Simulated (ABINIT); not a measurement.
# Nb (Fm-3m) in ABINIT: a series of runs, part 2 of 2

ABINIT 10.8.3 (patched build).

### Step 4. Equation of state, r2SCAN

The input, run.abi:

```
# Datasets: one volume each
ndtset 7
getwfk -1
scalecart1 3*0.9795861087
scalecart2 3*0.9864848297
scalecart3 3*0.9932883884
scalecart4 3*1.0000000000
scalecart5 3*1.0066227096
scalecart6 3*1.0131594038
scalecart7 3*1.0196128224

# Pseudopotentials
pp_dirpath "./"
pseudos "Nb.GGA_PBE-JTH.xml"

# Structure
acell 3*1.0 Angstrom
rprim
     0.0000000000     2.1150000000     2.1150000000
     2.1150000000     0.0000000000     2.1150000000
     2.1150000000     2.1150000000     0.0000000000
ntypat 1
znucl 41
natom 1
typat 1
xred
     0.0000000000     0.0000000000     0.0000000000

# Plane-wave basis
ecut 517.016339 eV
pawecutdg 38.0

# k points
kptopt 1
ngkpt 11 11 11
nshiftk 1
shiftk 0.0 0.0 0.0

# Exchange and correlation
ixc -497498
usekden 1
pawxcdev 0

# Bands and occupations
nband 11
occopt 3
tsmear 0.00183747

# SCF cycle
nstep 100
tolvrs 1.0e-7

# Output
iomode 3
prtwf 1
prtden 0
prteig 0
prtebands 0
enunit 1
```

Potentials or basis: JTH PAW PBE v2.0.

The run is started by

```console
$ abinit run.abi > log 2>&1
```

run.abo:

```text
.Version 10.8.3 of ABINIT
 DATASET    1 : space group Fm -3 m (#225); Bravais cF (face-center cubic)
================================================================================
 Values of the parameters that define the memory need for DATASET  1.
     intxc =       0    ionmov =       0      iscf =      17    lmnmax =      18
     lnmax =       6     mgfft =      24  mpssoang =       3    mqgrid =    3001
     natom =       1  nloc_mem =       2    nspden =       1   nspinor =       1
    nsppol =       1      nsym =      48    n1xccc =       1    ntypat =       1
    occopt =       3   xclevel =       2
       mpw =         495          nfft =       13824          nkpt =          56
 PAW method is used; the additional fine FFT grid is defined by:
   mgfftf=        32    nfftf =     32768
================================================================================
================================================================================
[... 71 lines left out ...]
 DATASET    7 : space group Fm -3 m (#225); Bravais cF (face-center cubic)
================================================================================
 Values of the parameters that define the memory need for DATASET  7.
     intxc =       0    ionmov =       0      iscf =      17    lmnmax =      18
     lnmax =       6     mgfft =      24  mpssoang =       3    mqgrid =    3001
     natom =       1  nloc_mem =       2    nspden =       1   nspinor =       1
    nsppol =       1      nsym =      48    n1xccc =       1    ntypat =       1
    occopt =       3   xclevel =       2
       mpw =         550          nfft =       13824          nkpt =          56
 PAW method is used; the additional fine FFT grid is defined by:
   mgfftf=        32    nfftf =     32768
================================================================================
================================================================================

--------------------------------------------------------------------------------
------------- Echo of variables that govern the present computation ------------
--------------------------------------------------------------------------------
 -outvars: echo values of preprocessed input variables --------
            acell      1.8897261259E+00  1.8897261259E+00  1.8897261259E+00 Bohr
              amu      9.29063800E+01
             ecut      1.90000000E+01 Hartree
           enunit           1
           getwfk          -1
                       outvar_i_n : Printing only first  50 k-points.
[... 115 lines left out ...]
 Compensation charge density is not taken into account in XC energy/potential

   2.03574856E+02                                ecore*ucvol(ha*bohr**3)
--------------------------------------------------------------------------------

================================================================================

--- !BeginCycle
iteration_state: {dtset: 1, }
solver: {iscf: 17, nstep: 100, nline: 4, wfoptalg: 10, }
tolerances: {tolvrs: 1.00E-07, }
...
[... 1181 lines left out ...]
-Cartesian components of stress tensor (GPa)         [Pressure= -1.0869E+01 GPa]
- sigma(1 1)=  1.08687649E+01  sigma(3 2)=  0.00000000E+00
- sigma(2 2)=  1.08687649E+01  sigma(3 1)=  0.00000000E+00
- sigma(3 3)=  1.08687649E+01  sigma(2 1)=  0.00000000E+00

== END DATASET(S) ==============================================================
================================================================================

 -outvars: echo values of variables after computation  --------
            acell      1.8897261259E+00  1.8897261259E+00  1.8897261259E+00 Bohr
           etotal1    -4.3677385924E+01
           etotal2    -4.3677918065E+01
           etotal3    -4.3678120537E+01
           etotal4    -4.3678028966E+01
           etotal5    -4.3677667264E+01
           etotal6    -4.3677066272E+01
           etotal7    -4.3676239804E+01
            fcart1    -0.0000000000E+00 -0.0000000000E+00 -0.0000000000E+00
            fcart2    -0.0000000000E+00 -0.0000000000E+00 -0.0000000000E+00
            fcart3    -0.0000000000E+00 -0.0000000000E+00 -0.0000000000E+00
            fcart4    -0.0000000000E+00 -0.0000000000E+00 -0.0000000000E+00
            fcart5    -0.0000000000E+00 -0.0000000000E+00 -0.0000000000E+00
            fcart6    -0.0000000000E+00 -0.0000000000E+00 -0.0000000000E+00
            fcart7    -0.0000000000E+00 -0.0000000000E+00 -0.0000000000E+00
            rprim1     0.0000000000E+00  2.0718246199E+00  2.0718246199E+00
                       2.0718246199E+00  0.0000000000E+00  2.0718246199E+00
                       2.0718246199E+00  2.0718246199E+00  0.0000000000E+00
[... 17 lines left out ...]
                       2.1564811194E+00  2.1564811194E+00  0.0000000000E+00
           strten1    -2.7241945308E-04 -2.7241945308E-04 -2.7241945308E-04
                       0.0000000000E+00  0.0000000000E+00  0.0000000000E+00
           strten2    -1.3585576047E-04 -1.3585576047E-04 -1.3585576047E-04
                       0.0000000000E+00  0.0000000000E+00  0.0000000000E+00
           strten3    -1.3553339481E-05 -1.3553339481E-05 -1.3553339481E-05
                       0.0000000000E+00  0.0000000000E+00  0.0000000000E+00
           strten4     9.6010162954E-05  9.6010162954E-05  9.6010162954E-05
                       0.0000000000E+00  0.0000000000E+00  0.0000000000E+00
           strten5     1.9555038378E-04  1.9555038378E-04  1.9555038378E-04
                       0.0000000000E+00  0.0000000000E+00  0.0000000000E+00
           strten6     2.8605653633E-04  2.8605653633E-04  2.8605653633E-04
                       0.0000000000E+00  0.0000000000E+00  0.0000000000E+00
           strten7     3.6942181083E-04  3.6942181083E-04  3.6942181083E-04
                       0.0000000000E+00  0.0000000000E+00  0.0000000000E+00
 Calculation completed.
```

Wall time 2.8 min (1 thread of Arm Neoverse V2, shared host); peak memory 0.14 GiB.

What came out:

* Equilibrium volume: 18.61 Å³/atom
* Bulk modulus: 165 GPa
* Pressure derivative of the bulk modulus: 3.9

Energy against volume, from the lowest point:
| volume (Å³/atom) | energy (meV/atom) |
| --- | --- |
| 17.786 | 19.99 |
| 18.165 | 5.51 |
| 18.543 | 0.00 |
| 18.922 | 2.49 |
| 19.300 | 12.33 |
| 19.679 | 28.69 |
| 20.057 | 51.18 |

Caveat: pressures at fixed basis lie under the slope of the energies; the PAW data sets were made with another functional, which shifts forces and pressure a little.

### Step 5. Summary

```tsv
level	potentials or basis	cutoff (eV)	fine-grid cutoff	V0 of scaled cells (Å³/atom)	B0 (GPa)
LDA	JTH PAW LDA v2.0	435	870.764 eV	-	-
PBEsol	JTH PAW PBE v2.0	435	870.764 eV	18.08	178
r2SCAN	JTH PAW PBE v2.0	517	1034.03 eV	18.61	165
```

Alike in all rows: task equation of state; no spin polarisation; cell as given; k mesh 11 × 11 × 11; smearing fermi-dirac 0.05 eV.

Caveats: pressures at fixed basis lie under the slope of the energies; the PAW data sets were made with another functional, which shifts forces and pressure a little (some runs); the minimum lies outside the volumes run (some runs).

Absolute energies hang on the potentials; compare differences alone.
